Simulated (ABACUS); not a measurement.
The system is W.

```
CELL_PARAMETERS angstrom
-1.58234 1.58234 1.58234
1.58234 -1.58234 1.58234
1.58234 1.58234 -1.58234
ATOMIC_POSITIONS crystal
W 0.00000 0.00000 0.00000
```

Base run:

* Program: ABACUS 3.10.1
* Functional: LDA
* Potentials or basis: PseudoDojo NC SR 0.4.1 LDA stringent
* Cutoff: 1687 eV
* Density cutoff: 6748 eV
* Basis: plane waves
* k mesh: 10 × 10 × 10
* Occupations: fermi-dirac, width 0.05 eV
* Spin: no spin polarisation

Its results: band gap on the k mesh none (metal or under the smearing width); pressure -8.2 GPa.

The run is repeated on the same cell with these changes: functional from LDA to BLYP; potentials or basis from PseudoDojo NC SR 0.4.1 LDA stringent to SPMS ONCV 1.0 PBE; cutoff from 1687 eV to 1007 eV; density cutoff from 6748 eV to 4027 eV; valence electrons from 28 to 14. What comes out?

Band gap on the k mesh none (metal or under the smearing width); pressure 16.5 GPa.

Caveats: so large a pressure means that the cell lies far from this level's equilibrium, or that cutoff or potentials fall short (some runs); the potentials were made for another functional, which shifts forces and pressure (some runs).

Not every run made on this cell is shown here.
